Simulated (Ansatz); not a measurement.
Theory: Ansatz, DFT, revPBE, plane waves (420 eV) with PAW, scalar-relativistic. (PAW data from PBE, frozen cores regenerated.)

An element in the dhcp structure gives this curve. The cell is scaled uniformly from the relaxed one, with fractional coordinates and shape fixed. Energies are extrapolated to zero smearing, pressures are those at the given smearing. Magnetic state: spin not included.

| V (Å³/atom) | E − E₀ (meV/atom) | P (GPa) |
| --- | --- | --- |
| 113.611 | 12.1 | 0.27 |
| 118.775 | 5.1 | 0.17 |
| 123.940 | 1.3 | 0.08 |
| 129.104 | 0.0 | 0.01 |
| 134.268 | 0.9 | -0.05 |
| 139.432 | 3.6 | -0.10 |
| 144.596 | 7.8 | -0.14 |

Which element is it?
A. sodium
B. calcium
C. barium
D. caesium

D. Its fit is V₀ = 129.37 Å³/atom, B₀ = 1.7 GPa, B₀′ = 3.5.
